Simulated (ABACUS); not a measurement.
W:

```
W
1.0
    -1.58234    1.58234    1.58234
     1.58234   -1.58234    1.58234
     1.58234    1.58234   -1.58234
W
1
Direct
  0.00000 0.00000 0.00000
```

Base run:

```yaml
Program: ABACUS 3.10.1
Functional: LDA-PW92
Potentials_or_basis: PseudoDojo NC SR 0.4.1 LDA stringent
Cutoff: 1687 eV
Density_cutoff: 6748 eV
Basis: plane waves
k_mesh: 10 × 10 × 10
Occupations: fermi-dirac, width 0.05 eV
Spin: no spin polarisation
```

Its results: band gap on the k mesh none (metal or under the smearing width); pressure -8.4 GPa.

Task: After a change of settings the same cell gave: band gap on the k mesh none (metal or under the smearing width); pressure -0.4 GPa. Which change was it?
A. functional from LDA-PW92 to B86bPBE; potentials or basis from PseudoDojo NC SR 0.4.1 LDA stringent to PseudoDojo NC SR 0.5 PBE standard; cutoff from 1687 eV to 1007 eV; density cutoff from 6748 eV to 4027 eV; valence electrons from 28 to 14
B. functional from LDA-PW92 to BLYP; potentials or basis from PseudoDojo NC SR 0.4.1 LDA stringent to SPMS ONCV 1.0 PBE; cutoff from 1687 eV to 1007 eV; density cutoff from 6748 eV to 4027 eV; valence electrons from 28 to 14
C. functional from LDA-PW92 to WC; potentials or basis from PseudoDojo NC SR 0.4.1 LDA stringent to PseudoDojo NC SR 0.5 PBE stringent; cutoff from 1687 eV to 1007 eV; density cutoff from 6748 eV to 4027 eV; valence electrons from 28 to 14
D. functional from LDA-PW92 to RPBE; potentials or basis from PseudoDojo NC SR 0.4.1 LDA stringent to SSSP 1.3 efficiency PBE; cutoff from 1687 eV to 748 eV; density cutoff from 6748 eV to 5987 eV; valence electrons from 28 to 14

Result: C.

Caveats: the potentials were made for another functional, which shifts forces and pressure (some runs).
